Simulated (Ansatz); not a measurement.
## Ionic part of the dielectric constant of MgO at 40 GPa, mode by mode

Method: Ansatz 0.2.0, DFT PBEsol, scalar-relativistic, plane waves, PAW. Settings: 420 eV plane-wave cutoff, Γ-centred 10×10×10 mesh, fixed occupations. No spin polarisation. Phonons by linear response, acoustic sum rule imposed.

The structure is cubic, space group Fm-3m (No. 225). The conventional cell has a = 3.973 Å, b = 3.973 Å, c = 3.973 Å, α = 90.00°, β = 90.00°, γ = 90.00°. Mg (site symmetry m-3m) is surrounded by 6 O at 1.99 Å. O (site symmetry m-3m) has 6 Mg at 1.99 Å as nearest neighbours.

Other phases may be more stable at this pressure.

The primitive cell has V = 15.68 Å³ and ε∞,yy = 3.081. Each polar mode adds Δε = (4.92064×10⁷/V)·S/ν² along y, with S its oscillator strength in e²/amu, ν in cm⁻¹ and V in Å³.

Problem. From these modes, find each Δε and ε0,yy.
```
ν (cm⁻¹) S_yy (e²/amu)
   558.3         0.3773
```

Solution.
| ν (cm⁻¹) | Δε |
| --- | --- |
| 558.3 | 3.80 |

The sum is 3.798, so ε0,yy = 6.88; the run's tensor has 6.88.

Problem. Where do the longitudinal modes lie for a wave vector along y?

Solution. At 834 cm⁻¹. The Lyddane–Sachs–Teller product Π(ν_LO/ν_TO)² = 2.23 matches ε0/ε∞ = 2.23.

Cost: 1 run of about 0.16 core-minutes, on Intel Xeon Platinum 8259CL (Skylake/Cascade Lake) (shared hosts).

The static dielectric response of compressed MgO has a larger lattice part than electronic part: the single polar mode adds 3.80, whereas the electrons raise ε∞ to only 3.081. With two atoms in the primitive cell, the Mg and O sublattices moving against each other form the only infrared-active motion, and cubic symmetry makes the yy result valid for every direction. The oscillator strength corresponds to effective charges close to the nominal ionic values, as expected for a wide-gap oxide with little covalent charge transfer. These charges, weakly screened by the electrons, create the macroscopic field that lifts the longitudinal mode to 834 cm⁻¹.

The static constant of 6.88 is well below the familiar ambient-pressure value. The likely reason is that shorter Mg–O contacts strengthen the short-range repulsion and stiffen the transverse mode, whose contribution falls with the square of its frequency. The Lyddane–Sachs–Teller agreement confirms internal consistency but does not independently test the accuracy of the frequency or the charges.
